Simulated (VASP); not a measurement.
Input of a VASP 6.6.1 run:

The input POSCAR:

```
MgS                                     
1.0
   -0.0000000000      2.5903437999      2.5903437999
    2.5903437999      0.0000000000      2.5903437999
    2.5903437999      2.5903437999     -0.0000000000
  Mg              S             
     1     1
Direct
     0.0000000000000000    0.0000000000000000    0.0000000000000000
     0.5000000000000000    0.5000000000000000    0.5000000000000000
```

File INCAR.step1:

```
SYSTEM = MgS
ALGO     = Normal         ! electronic algorithm
EDIFF    = 1E-5           ! SCF threshold, eV
ENCUT    = 520            ! plane-wave cutoff, eV
GGA      = PE             ! functional
ISIF     = 2              ! what is computed and relaxed
ISMEAR   = 0              ! smearing method
KPAR     = 4            
LASPH    = .True.         ! aspherical terms in the spheres
LREAL    = .False.        ! projectors in reciprocal space
LWAVE    = .True.         ! write WAVECAR
NELM     = 100            ! most SCF steps
PREC     = Accurate       ! precision mode
SIGMA    = 0.02           ! smearing width, eV
```

INCAR.step2

```
SYSTEM = MgS
ALGO     = Normal         ! electronic algorithm
EDIFF    = 1E-6           ! SCF threshold, eV
ENCUT    = 520            ! plane-wave cutoff, eV
GGA      = PE             ! functional
HFSCREEN = 0.2            ! screening, 1/A
ISIF     = 2              ! what is computed and relaxed
ISMEAR   = 0              ! smearing method
ISTART   = 1            
KPAR     = 4            
LASPH    = .True.         ! aspherical terms in the spheres
LCHARG   = .True.         ! write CHGCAR
LHFCALC  = .True.         ! exact exchange
LREAL    = .False.        ! projectors in reciprocal space
LVHAR    = .True.       
LWAVE    = .False.        ! write WAVECAR
NELM     = 100            ! most SCF steps
PREC     = Accurate       ! precision mode
PRECFOCK = Fast         
SIGMA    = 0.02           ! smearing width, eV
```

Contents of KPOINTS:

```
k-points
0
Gamma
  8 8 8
  0 0 0
```

Potentials or basis: VASP PAW PBE potentials, release 64 (Mg, S).

Launch:

```sh
$ cat potpaw_PBE.64/Mg/POTCAR potpaw_PBE.64/S/POTCAR > POTCAR
$ cp INCAR.step1 INCAR
$ mpirun -np 4 vasp_std > vasp.out
$ cp INCAR.step2 INCAR
$ mpirun -np 4 vasp_std > vasp.out
```

(1) Predict the pressure.

(2) What does it give for the band gap on the k mesh?

## Answers

(1) 0.3 GPa.

(2) 3.80 eV, indirect (least direct gap 4.93 eV).

Caveat: the PAW data sets were made with another functional, which shifts forces and pressure a little.
